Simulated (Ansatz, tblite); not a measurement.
## A script for ZnSe (GFN2-xTB)

These are simulated results from tblite 0.8.0, not measurements. The cell began as a measured structure and was relaxed with r2SCAN in plane waves (Ansatz 0.2.0). All runs are without spin polarisation.

Space group F-43m (No. 216), cubic; a = 5.665 Å in the conventional setting, 22.72 Å³ an atom. Zn is surrounded by 4 Se at 2.45 Å; Se is surrounded by 4 Zn at 2.45 Å.

tblite solves periodic systems at the zone centre alone, so the script builds a cluster of 2×2×2 conventional cells (64 atoms), which folds in a coarse mesh of k points.

Input script:

```python
import json
from ase import Atoms
from ase.build import make_supercell
from ase.units import Bohr, GPa, Hartree
from tblite.interface import Calculator

atoms = Atoms(['Zn', 'Se'],
              cell=[[0.0, 2.83242468, 2.83242468], [2.83242468, 0.0, 2.83242468], [2.83242468, 2.83242468, 0.0]],
              scaled_positions=[[0.0, 0.0, 0.0], [0.25, 0.25, 0.25]],
              pbc=True)
cluster = make_supercell(atoms, [[-2, 2, 2], [-2, -2, 2], [2, -2, 2]])
calc = Calculator('GFN2-xTB', cluster.numbers, cluster.positions / Bohr, lattice=cluster.cell[:] / Bohr, periodic=cluster.pbc)
calc.set('temperature', 0.02 / Hartree)
calc.set('max-iter', 150)
res = calc.singlepoint()
levels = res.get('orbital-energies') * Hartree
nv = round(res.get('orbital-occupations').sum() / 2)
cells = len(cluster) // len(atoms)
out = {'energy_per_cell': res.get('energy') * Hartree / cells, 'homo': levels[nv - 1], 'lumo': levels[nv],
       'stress': (-res.get('virial') * Hartree / cluster.get_volume() / GPa).tolist(), 'charges': res.get('charges')[:len(atoms)].tolist(), 'electrons': 2 * nv / cells}
json.dump(out, open('results.json', 'w'))
for key, value in out.items():
    print(key, value)
```

Command: `python run.py`. It took 4.4 s on 1 thread of Arm Neoverse V1, with other jobs on the host, peak memory 0.11 GiB.

What it printed:

```
------------------------------------------------------------
  cycle        total energy    energy error   density error
------------------------------------------------------------
      1     -103.8436266534  -1.0409897E+02   4.3951669E-01
      2     -100.4394966014   3.4041301E+00   3.8310029E-01
      3     -118.6940916392  -1.8254595E+01   1.7786956E-01
      4     -120.2170419125  -1.5229503E+00   1.2251071E-01
      5     -122.9009270824  -2.6838852E+00   1.5290369E-02
      6     -122.8637896503   3.7137432E-02   2.0653192E-02
      7     -122.9449973288  -8.1207678E-02   6.4149500E-04
      8     -122.9441987636   7.9856513E-04   2.0141150E-03
      9     -122.9447104598  -5.1169616E-04   1.2323076E-03
     10     -122.9450012087  -2.9074892E-04   9.1738999E-05
     11     -122.9450013338  -1.2507407E-07   2.4673565E-05
     12     -122.9450013331   7.1091222E-10   1.4176282E-05
------------------------------------------------------------

 total:                                   3.634 sec
energy_per_cell -104.54699659503767
homo -10.207185504441567
lumo -5.9929104630271715
stress [[4.828057787659447, -2.493034911638762e-07, 2.493035701553783e-07], [-2.493034911829846e-07, 4.828057787659305, 2.4930359096851e-07], [2.493035700997973e-07, 2.493035911397647e-07, 4.828057787659403]]
charges [0.1838606519069257, -0.1838618141397026]
electrons 8.0
```

The cycle table is in hartree for the whole cluster, and the lines after it are in eV (the energy for one cell). The printed stress is in GPa and positive in compression, and the pressure is its mean diagonal.

GFN2-xTB gives a gap of 4.21 eV. On the same cell, plane-wave PBE (Ansatz, 8×8×8 k points and the special points) gives a gap of 1.29 eV and r2SCAN a gap of 1.87 eV; on shared hosts these took about 3.5 and 8.5 core-seconds on the 2-atom cell, against 4.3 for the script. Semilocal gaps usually lie below measured ones. xTB was fitted to molecules, so gaps, charges and pressures of solids can be far off, and the gap also depends on the size of the cluster.

The same script was run on cells scaled at fixed shape and fractional coordinates:

```tsv
volume (Å³/atom)	energy (meV/atom)	pressure (GPa, positive in compression)	gap (eV)
20.00	149.1	13.52	4.67
21.36	56.1	8.51	4.60
22.72	0.0	4.83	4.21
24.09	-28.8	2.08	3.17
25.45	-37.0	-0.01	2.37
```

A Birch-Murnaghan fit puts the minimum at 25.43 Å³/atom, 11.9 % above the given cell, with a bulk modulus of 33.7 GPa at fixed shape.

xTB was fitted mostly to molecules, and a small cluster samples few k points, so gaps, pressures and kinks along a curve can be far from a solid's.

Spin-orbit coupling is left out.
